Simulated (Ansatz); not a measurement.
Runs of Ansatz 0.2.0 on CuO (Tenorite). The structure is monoclinic, space group C2/c (No. 15). The conventional cell has a = 4.684 Å, b = 3.423 Å, c = 5.129 Å, α = 90.00°, β = 99.54°, γ = 90.00°. Around Cu (site symmetry -1) lie 4 O at 1.95 to 1.96 Å. O (site symmetry 2) has 4 Cu at 1.95 to 1.96 Å as nearest neighbours. 

```tsv
task	level	cell	k mesh	cutoff (eV)	gap on the mesh (eV)	V0 of scaled cells (Å³/atom)	B0 (GPa)
phonons	PBEsol	as given	8 × 8 × 5	420	none	-	-
equation of state	r2SCAN+D4	as given	10 × 10 × 5	500	-	9.98	(a)
relaxation of cell and atoms	revPBE+D3(BJ)	relaxed	10 × 10 × 5	420	none	-	-
equation of state	rPW86-PBE+rVV10	as given	10 × 10 × 5	420	-	10.59	163
```

Alike in all rows: potentials or basis Ansatz PAW; no spin polarisation; smearing fermi-dirac 0.05 eV.

Question: Estimate the missing entries.

Answer: (a) 192.

Caveats: the run has no spin polarisation, though such a crystal can be magnetic; semilocal functionals often make such compounds metallic where correlation or magnetic order opens a gap, which also shifts bond lengths (some runs); the PAW data sets come from PBE, with cores solved anew for the run's functional, which leaves a small shift of forces and pressure (some runs); the cell was scaled at fixed shape and fractional positions, which overstates the stiffness of a crystal with free parameters, most of all of layers and chains (some runs); the PAW data sets were made with another functional, which shifts forces and pressure a little (some runs); the plane-wave basis is chosen anew once the cell has moved, so the energies of steps on either side of that aren't comparable (some runs); pairwise dispersion overbinds metals, which lowers pressure and volume (some runs).

A gap of «none» marks a metal or a gap under the smearing width.

Runs at the PBE level aren't shown here.
